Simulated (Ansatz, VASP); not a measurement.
## One calculation of AlN, two programs

```
CELL_PARAMETERS angstrom
3.13025 0.00000 0.00000
-1.56512 2.71087 0.00000
0.00000 0.00000 5.01796
ATOMIC_POSITIONS crystal
Al 0.33333 0.66667 0.99923
Al 0.66667 0.33333 0.49923
N 0.33333 0.66667 0.38077
N 0.66667 0.33333 0.88077
```

Alike in both runs: functional PBE; k mesh 9 × 9 × 6; occupations gaussian, width 0.02 eV; no spin polarisation.

Ansatz relaxed the structure, and its values are those at the end. VASP's run is a single point on that final structure, the one shown.

|  | VASP | Ansatz |
| --- | --- | --- |
| version | VASP 6.6.1 | Ansatz 0.2.0 |
| potentials or method | VASP PAW PBE potentials, release 64 (Al, N) | scalar-relativistic, plane waves, PAW |
| plane-wave cutoff (eV) | 520 | 420 |
| valence electrons in the cell | 16 | 16 |

VASP gave:

| Item | Value |
| --- | --- |
| gap on the k mesh at the Fermi level (eV) | 4.04 |
| least direct gap on the mesh (eV) | 4.04 |
| pressure (GPa) | -0.3 |

Question: What did Ansatz give for the same quantities?

Answer: gap on the k mesh at the Fermi level (eV): 4.03; least direct gap on the mesh (eV): 4.03; pressure (GPa): 0.0.

With one functional, cell and mesh, what is left measures potentials, basis and numerics.

Expect the measured gap to be larger: semilocal functionals such as PBE lack the derivative discontinuity.
